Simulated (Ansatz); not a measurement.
An input for the plane-wave PAW code Ansatz:

```yaml
crystal:
  lattice:
    - [4.127374834, 0.0, 0.0]
    - [-2.063687417, 3.5744114572, 0.0]
    - [0.0, 0.0, 5.6888837444]
  atoms:
    - { symbol: Te, position: [0.3333333333, 0.6666666667, 0.2426321118] }
    - { symbol: Te, position: [0.6666666667, 0.3333333333, 0.7573678882] }
    - { symbol: Pt, position: [0.0, 0.0, 0.0] }
basis:
  ecutwfc: 420
  ecutrho_ratio: 4
kpoints:
  mp_grid: { grid: [10, 10, 6] }
hamiltonian:
  xc: pbe
scf:
  occupations: { method: gaussian, width: 0.05 }
output:
  forces: true
  stress: true
  eigenvalues: true
  populations: true
magnetization:
  noncollinear: true
  spin_orbit: true
relax:
  f_tol: 0.01
  max_steps: 40
  cell: { stress_tol: 0.1, fix: [volume] }
```

Launched as:
```sh
ansatz run input.yaml --threads 4 --pin off --max-ram 7168MiB --backend cpu --events-out ev --progress --plain --runs-dir out
```

The chain of runs began from a cell as deposited in COD, expanded in volume. Of that entry: the entry's cell lengths or inner coordinates differ somewhat from later room-temperature determinations.

**Question.** Before reading the output: what should come out?

**Answer.** Energy lowered by 4.8 meV/atom, pressure -1.0 GPa, gap on the mesh zero (metallic) (PBE+SOC).

Output, machine lines left out:

```
Pseudopotentials: kind: paw_fr
Pseudopotential: Te, paw_fr, valence charge 16, recommended cutoff 420 eV (normal), Te.paw.azcp#standard-fr
Pseudopotential: Pt, paw_fr, valence charge 18, recommended cutoff 420 eV (normal), Pt.paw.azcp#standard-fr
Crystal: 3 atoms, lattice volume = 83.928 Å³
Basis set: ecut = 420 eV, 1639 PW (Γ), exchange–correlation on 60×60×80 points (8 copies of the dense FFT grid, shifted against one another)
Bands: 60, of which v1, the nominal top of the filled ones, is band 50 counted from 1 (49 counted from 0)
Symmetry: 12 space group operations + 12 with time reversal
Magnetic group: BNS 164.86 (UNI 1316), of the structure as read, at distance tolerance 4.4e-5 Å
k-points: 72 of 600
Projection manifold: j_resolved (fully-relativistic pseudo-atomic orbitals)
Initial density: superposition of atomic densities (chi_scale 0.1, normalization cell, long waves kept (reshape's long-wave potential 0.01 eV rms))
Initial wavefunctions: pseudopotential atomic-orbital guess
Functional: x = pbe(κ = 0.804, μ = 0.21951), c = pbe(β = 0.06672)
```

SCF trace (energy estimate counted from the last row; the run made several SCF loops, for ionic steps, more bands or searches for a lower state, numbered loop.iteration):
```
iteration  ΔE (eV)  density residual (eV)  M (μB)
      1.1   -1.046                 6.94e0  0.00e0
      1.2   -0.101                8.87e-1  0.00e0
      1.3    0.024                6.25e-2  0.00e0
      1.4    0.013                1.43e-2  0.00e0
      1.5    0.014                2.31e-3  0.00e0
      1.6    0.014                1.70e-4  0.00e0
      1.7    0.014                2.40e-5  0.00e0
      1.8    0.014                2.43e-6  0.00e0
      1.9    0.014                1.40e-7  0.00e0
     1.10    0.014                3.03e-8  0.00e0
      2.1    0.051                1.04e-2  0.00e0
      2.2    0.052                6.02e-3  0.00e0
      2.3    0.053                4.44e-4  0.00e0
        …        …                      …       …
      6.4    0.000                1.61e-9  0.00e0
      6.5    0.000               5.88e-10  0.00e0
      6.6    0.000               1.37e-10  0.00e0
      6.7    0.000               2.75e-11  0.00e0
```

```
SCF converged after 7 iterations
Magnetization: |M| = 0.0000 μB,  M = (+0.0000, +0.0000, +0.0000) μB
Absolute magnetization: 0.0000 μB (∫|m|)
  site 0: m = (+0.0000, +0.0000, +0.0000) μB, |m| = 0.0000 μB  (R = 1.13 Å)
  site 1: m = (+0.0000, +0.0000, +0.0000) μB, |m| = 0.0000 μB  (R = 1.13 Å)
  site 2: m = (+0.0000, +0.0000, +0.0000) μB, |m| = 0.0000 μB  (R = 1.13 Å)
Free energy (F): -26524.077203 eV
E sigma→0 (E₀):  -26524.076773 eV
Entropy (-TS):   -0.000860 eV (-0.287 meV/atom)
Fermi energy:    11.514342 eV
--- Forces (eV/Å), atoms counted from 1 ---
  atom   1  Te     0.00000000     0.00000000    -0.00608016
  atom   2  Te     0.00000000     0.00000000     0.00608016
  atom   3  Pt     0.00000000     0.00000000     0.00000000
--- Stress (GPa, compression-positive) ---
       -1.021393       0.000000       0.000000
        0.000000      -1.021393       0.000000
        0.000000       0.000000      -1.041406
  P = ⅓ Tr σ = -1.0281 GPa (-10.281 kbar)
--- Relaxed structure (5 steps of the walk, 4 accepted, 1 SCFs on fresh bases) ---
  F+E_penalty+E_count = -26524.07720313 eV   max|allowed force component| = 6.080e-3 eV/Å   (the final SCF, on the basis selected at the relaxed cell)
  cell:  # Å, volume = 83.9277 Å³
    - [4.08433, 0.00000, 0.00000]
    - [-2.04216, 3.53713, 0.00000]
    - [0.00000, 0.00000, 5.80943]
  atoms:
    - { symbol: Te, position: [0.33333, 0.66667, 0.23630] }
    - { symbol: Te, position: [0.66667, 0.33333, 0.76370] }
    - { symbol: Pt, position: [0.00000, 0.00000, 0.00000] }
--- Löwdin populations: 3 sites ---
  site symbol       q [e]
     0     Te     16.0113
     1     Te     16.0113
     2     Pt     17.7290
```

Cost: 90 s on 4 threads of Arm Neoverse V2, with other jobs on the host, peak memory 0.99 GiB.

The structure is layered, and this functional has no dispersion term, so the layers' spacing is poorly fixed, often too long, and so is what hangs on it.
